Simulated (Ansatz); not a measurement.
# CdTe: the cost of one run

Program: Ansatz 0.2.0. Level of theory: DFT PBEsol, scalar-relativistic, plane waves, PAW. These are calculated values, not measurements.

The COD entry's cell or inner coordinates are ideal or old and differ from later refinements, so a difference from it is no clean test against experiment.

4 further runs of the same task are left out: 1 that didn't finish, 3 set aside as unsound or not needed.

## (1) The starting structure

Symmetry: F-43m, No. 216, cubic system. The conventional cell has a = 6.489 Å, b = 6.489 Å, c = 6.489 Å, α = 90.00°, β = 90.00°, γ = 90.00°. Cd (site symmetry -43m) is surrounded by 4 Te at 2.81 Å. Te (site symmetry -43m) has 4 Cd at 2.81 Å as nearest neighbours.

As a file:

```cif
data_structure
_symmetry_space_group_name_H-M 'P 1'
_symmetry_Int_Tables_number 1
_cell_length_a 4.5887
_cell_length_b 4.5887
_cell_length_c 4.5887
_cell_angle_alpha 60.000
_cell_angle_beta 60.000
_cell_angle_gamma 60.000
_cell_volume 68.32
loop_
_atom_site_label
_atom_site_type_symbol
_atom_site_fract_x
_atom_site_fract_y
_atom_site_fract_z
_atom_site_occupancy
Cd1 Cd 0.00000 0.00000 0.00000 1
Te1 Te 0.25000 0.25000 0.25000 1
```

This cell was relaxed beforehand with the same method: volume 34.16 Å³/atom, gap on the mesh 0.65 eV.

## (2) Strained cells: the elastic tensor

Contents of input.yaml:

```yaml
crystal:
  lattice:
    - [0.0, 3.2446714359, 3.2446714359]
    - [3.2446714359, 0.0, 3.2446714359]
    - [3.2446714359, 3.2446714359, 0.0]
  atoms:
    - { symbol: Cd, position: [0.0, 0.0, 0.0] }
    - { symbol: Te, position: [0.25, 0.25, 0.25] }
basis:
  ecutwfc: 420
kpoints:
  mp_grid: { grid: [8, 8, 8] }
hamiltonian:
  xc: pbesol
scf:
  occupations: { method: fixed }
output:
  forces: true
  stress: true
  eigenvalues: true
  polarization: {}
elastic:
  mode: relaxed_ion
  stencil: two_point
```

On the command line:

```sh
ansatz run input.yaml --threads 1 --pin off --max-ram 4096MiB --backend cpu --events-out ev --progress --plain --runs-dir out
```

Q: Estimate wall time and peak memory on 1 thread of Intel Xeon Platinum 8259CL at 2.50GHz (Skylake/Cascade Lake), shared host.

About 3.1 min, with a peak of 0.62 GiB.
